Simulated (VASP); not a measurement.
# MgS in VASP: one cell, several levels of theory, part 2 of 2

VASP 6.6.1, plane waves, PAW.

**3. r2SCAN at this geometry**

Input file INCAR:

```
ENCUT = 520.000000
SIGMA = 0.010000
EDIFF = 1.00e-07
ALGO = Normal
METAGGA = R2SCAN
PREC = Accurate
IBRION = -1
ISIF = 2
ISMEAR = 0
NBANDS = 11
NELM = 120
NSW = 0
LASPH = .TRUE.
LCHARG = .FALSE.
LWAVE = .FALSE.
LREAL = .FALSE.
```

Input file KPOINTS:

```
KPOINTS created by Atomic Simulation Environment
0
Gamma
8 8 8
0 0 0
```

Input file KPOINTS_OPT:

```
special points
6
Reciprocal
0.0000000000 0.0000000000 0.0000000000 1
0.5000000000 0.0000000000 0.5000000000 1
0.6250000000 0.2500000000 0.6250000000 1
0.3750000000 0.3750000000 0.7500000000 1
0.5000000000 0.5000000000 0.5000000000 1
0.5000000000 0.2500000000 0.7500000000 1
```

Input file POSCAR:

```
Mg S
 1.0000000000000000
     0.0000000000000000    2.5044813179999998    2.6015179370000001
     2.5044813179999998    0.0000000000000000    2.6015179370000001
     2.5044813179999998    2.5044813179999998    0.0000000000000000
 Mg  S
   1   1
Cartesian
  0.0000000000000000  0.0000000000000000  0.0000000000000000
  2.5044813179999998  2.5044813179999998  2.6015179369999997
```

Command:

```sh
mpirun -np 1 vasp_std
```

Printed to the terminal (iteration lines stand in OSZICAR):

```text
POSCAR found type information on POSCAR MgS
 POSCAR found :  2 types and       2 ions
 -----------------------------------------------------------------------------
|                                                                             |
|                                                                             |
|     You enforced a specific xc type in the INCAR file but a different       |
|     I HOPE YOU KNOW WHAT YOU ARE DOING!                                     |
|                                                                             |
 -----------------------------------------------------------------------------

 LDA part: xc-table for (None), standard interpolation
 POSCAR, INCAR and KPOINTS ok, starting setup
 FFT: planning ... GRIDC
 FFT: planning ... GRID_SOFT
 FFT: planning ... GRID
 WAVECAR not read
 entering main loop
 Start KPOINTS_OPT (optional k-point list driver)
k-point batch [1-6\6]
```

OSZICAR:

```text
N       E                     dE             d eps       ncg     rms          rms(c)
DAV:   1     0.144071410578E+02    0.14407E+02   -0.38131E+03  1370   0.624E+02
DAV:   2    -0.157346138075E+02   -0.30142E+02   -0.28585E+02  1722   0.104E+02
DAV:   3    -0.169764545010E+02   -0.12418E+01   -0.12400E+01  1623   0.226E+01
DAV:   4    -0.169836486363E+02   -0.71941E-02   -0.71936E-02  1543   0.203E+00
DAV:   5    -0.169837134290E+02   -0.64793E-04   -0.64792E-04  1635   0.185E-01    0.501E+00
DAV:   6    -0.154621928535E+02    0.15215E+01   -0.92604E-01  1376   0.551E+00    0.503E+00
DAV:   7    -0.154461961587E+02    0.15997E-01   -0.19137E-01  1581   0.221E+00    0.272E+00
DAV:   8    -0.154494593851E+02   -0.32632E-02   -0.83581E-03  1534   0.648E-01    0.378E-01
DAV:   9    -0.154495068442E+02   -0.47459E-04   -0.96892E-04  1534   0.174E-01    0.192E-01
DAV:  10    -0.154495138701E+02   -0.70259E-05   -0.62313E-05  1574   0.520E-02    0.786E-03
DAV:  11    -0.154495143768E+02   -0.50672E-06   -0.36906E-06  1508   0.138E-02    0.905E-03
DAV:  12    -0.154495140621E+02    0.31465E-06   -0.12545E-07  1585   0.253E-03    0.102E-02
DAV:  13    -0.154495136900E+02    0.37210E-06   -0.75275E-08   904   0.155E-03    0.472E-04
DAV:  14    -0.154495137163E+02   -0.26276E-07   -0.39196E-09   853   0.508E-04
   1 F= -.15449514E+02 E0= -.15449514E+02  d E =-.148170E-33
       N       E                     dE             ncg
DAV:   1     0.753009769343E+03   -0.15279E+04      140
DAV:   2     0.587161478846E+03   -0.16585E+03      193
DAV:   3     0.581923538904E+03   -0.52379E+01      165
DAV:   4     0.581890285126E+03   -0.33254E-01      161
DAV:   5     0.581889949857E+03   -0.33527E-03      173
DAV:   6     0.581889946372E+03   -0.34850E-05      166
DAV:   7     0.581889946307E+03   -0.64239E-07      170
```

From OUTCAR:

```text
k-points           NKPTS =     59   k-points in BZ     NKDIM =     59   number of bands    NBANDS=     11

   NELECT =       8.0000    total number of electrons

   dimension x,y,z NGX =    28 NGY =   28 NGZ =   28
   dimension x,y,z NGXF=    56 NGYF=   56 NGZF=   56

  energy-cutoff  :      520.00
  volume of cell :       32.64
      direct lattice vectors                 reciprocal lattice vectors
     0.000000000  2.504481318  2.601517937    -0.199642136  0.199642136  0.192195484
     2.504481318  0.000000000  2.601517937     0.199642136 -0.199642136  0.192195484
     2.504481318  2.504481318  0.000000000     0.199642136  0.199642136 -0.192195484

 k-points in reciprocal lattice and weights: KPOINTS created by Atomic Simulation Env
   0.00000000  0.00000000  0.00000000       0.002
   0.12500000 -0.00000000  0.00000000       0.016
   0.25000000 -0.00000000  0.00000000       0.016
   0.37500000  0.00000000  0.00000000       0.016
   0.50000000 -0.00000000  0.00000000       0.008
   0.12500000  0.12500000  0.00000000       0.004
   0.25000000  0.12500000  0.00000000       0.016
   0.37500000  0.12500000  0.00000000       0.016
[... 51 more k-points ...]

 E-fermi :   4.3773

 k-point     1 :       0.0000    0.0000    0.0000
  band No.  band energies     occupation
      1      -9.4573      2.00000
      2       4.1464      2.00000
      3       4.1464      2.00000
      4       4.2958      2.00000
      5       9.4796      0.00000
      6      12.3848      0.00000
      7      12.8170      0.00000
      8      12.8170      0.00000
      9      14.9379      0.00000
     10      15.5031      0.00000
     11      17.9606      0.00000

 k-point     2 :       0.1250   -0.0000    0.0000
  band No.  band energies     occupation
      1      -9.2826      2.00000
      2       3.1174      2.00000
      3       4.0444      2.00000
      4       4.1062      2.00000
      5      10.1797      0.00000
      6      12.4639      0.00000
      7      12.8263      0.00000
      8      13.1314      0.00000
      9      14.4780      0.00000
     10      14.9033      0.00000
     11      18.4987      0.00000

 k-point     3 :       0.2500   -0.0000    0.0000
  band No.  band energies     occupation
      1      -8.8065      2.00000
      2       1.1900      2.00000
      3       3.7879      2.00000
      4       3.8211      2.00000
      5      10.1535      0.00000
      6      12.4656      0.00000
      7      12.9461      0.00000
      8      13.8312      0.00000
      9      15.2927      0.00000
     10      15.3405      0.00000
     11      17.7565      0.00000

 k-point     4 :       0.3750    0.0000    0.0000
  band No.  band energies     occupation
      1      -8.2161      2.00000
      2      -0.4454      2.00000
      3       3.5135      2.00000
      4       3.6237      2.00000
      5       9.6790      0.00000
      6      11.8423      0.00000
      7      12.2738      0.00000
      8      15.8788      0.00000
      9      17.2059      0.00000
     10      17.3727      0.00000
     11      17.5824      0.00000

 k-point     5 :       0.5000   -0.0000    0.0000
  band No.  band energies     occupation
      1      -7.9172      2.00000
      2      -1.1129      2.00000
      3       3.4094      2.00000
      4       3.5480      2.00000
      5       9.4958      0.00000
      6      11.6092      0.00000
      7      12.0136      0.00000
      8      16.3072      0.00000
      9      17.9258      0.00000
     10      19.4206      0.00000
     11      19.7732      0.00000

 k-point     6 :       0.1250    0.1250    0.0000
  band No.  band energies     occupation
      1      -9.2397      2.00000
      2       3.2748      2.00000
      3       3.8145      2.00000
      4       3.8145      2.00000
      5      10.5951      0.00000
      6      11.5220      0.00000
      7      13.2294      0.00000
      8      13.5938      0.00000
      9      13.5938      0.00000
     10      15.7611      0.00000
     11      19.5224      0.00000

 k-point     7 :       0.2500    0.1250    0.0000
  band No.  band energies     occupation
      1      -8.8772      2.00000
      2       1.8200      2.00000
      3       3.5228      2.00000
      4       3.5310      2.00000
      5      10.7985      0.00000
      6      11.8161      0.00000
      7      12.2129      0.00000
      8      13.9632      0.00000
      9      15.0027      0.00000
     10      16.1192      0.00000
     11      19.3535      0.00000

 k-point     8 :       0.3750    0.1250    0.0000
  band No.  band energies     occupation
      1      -8.3201      2.00000
      2       0.1810      2.00000
      3       3.0701      2.00000
      4       3.3394      2.00000
      5      10.3902      0.00000
      6      11.4036      0.00000
      7      13.2549      0.00000
      8      13.7334      0.00000
      9      17.1092      0.00000
     10      17.9068      0.00000
     11      18.6250      0.00000

 k-point     9 :       0.5000    0.1250    0.0000
  band No.  band energies     occupation
      1      -7.8810      2.00000
      2      -0.8311      2.00000
      3       2.7035      2.00000
      4       3.3446      2.00000
      5      10.2697      0.00000
      6      11.1156      0.00000
      7      12.6211      0.00000
      8      15.8417      0.00000
      9      17.8473      0.00000
     10      19.4450      0.00000
     11      19.5046      0.00000

 k-point    10 :      -0.3750    0.1250    0.0000
  band No.  band energies     occupation
      1      -7.9555      2.00000
      2      -0.6783      2.00000
      3       2.6065      2.00000
      4       3.5319      2.00000
      5      10.4274      0.00000
      6      11.3735      0.00000
      7      12.4363      0.00000
      8      15.5621      0.00000
      9      17.1924      0.00000
     10      18.0794      0.00000
     11      20.9658      0.00000

 k-point    11 :      -0.2500    0.1250    0.0000
  band No.  band energies     occupation
      1      -8.4656      2.00000
      2       0.5177      2.00000
      3       2.8552      2.00000
      4       3.8173      2.00000
      5      10.8179      0.00000
      6      12.0894      0.00000
      7      12.7825      0.00000
      8      13.5073      0.00000
      9      14.9749      0.00000
     10      18.2770      0.00000
     11      18.5744      0.00000

[... the tables of k-points 12 to 59 left out ...]

  Total        1.7835736      1.7835736      0.6180397      0.0000000      0.0000000     -0.0000000
  in kB       87.5606969     87.5606969     30.3413263      0.0000000      0.0000000     -0.0000000
  external PRESSURE =      68.4875734 kB  Pullay stress =       0.0000000 kB

 POSITION                                       TOTAL-FORCE (eV/Angst)
 -----------------------------------------------------------------------------------
      0.00000      0.00000      0.00000         0.000000     -0.000000      0.000000
      2.50448      2.50448      2.60152        -0.000000      0.000000      0.000000
 -----------------------------------------------------------------------------------
    total drift:                                0.000000      0.000000      0.000000

  FREE ENERGIE OF THE ION-ELECTRON SYSTEM (eV)
  ---------------------------------------------------
  free  energy   TOTEN  =       -15.4495137163 eV

  energy  without entropy=      -15.4495137163  energy(sigma->0) =      -15.44951372
```

Wall time 2.1 min (1 MPI rank of Intel Xeon Platinum 8488C, shared host); peak memory 0.19 GiB.

The levels at the points of KPOINTS_OPT are read from vasprun.xml.

Levels at the named points, in eV from the top of band v (v: the last filled band by count, c: the next):

```csv
point,v−1,v,c,c+1
Γ,-0.15,0.00,5.18,8.09
X,-2.25,-1.90,3.43,4.54
U,-3.61,-1.72,4.46,7.24
K,-3.64,-1.54,4.71,7.55
L,-0.89,-0.75,5.20,7.31
W,-3.68,-2.76,6.23,8.66
```

r2SCAN gives an indirect gap of 3.43 eV, from Γ to X; the least direct gap is 5.18 eV. Pressure: 6.85 GPa; the forces vanish within 0.01 eV/Å.

**4. What came out**

The summary covers parts 1 to 2.

| level | gap (eV) | pressure (GPa) |
| --- | --- | --- |
| PBE | 2.78 | 8.10 |
| r2SCAN | 3.43 | 6.85 |

**Reading.** The gap spans 2.78 eV (PBE) to 3.43 eV (r2SCAN). The pressure is highest with PBE (8.1 GPa) and lowest with r2SCAN (6.8 GPa), which orders the cells that they would relax to.
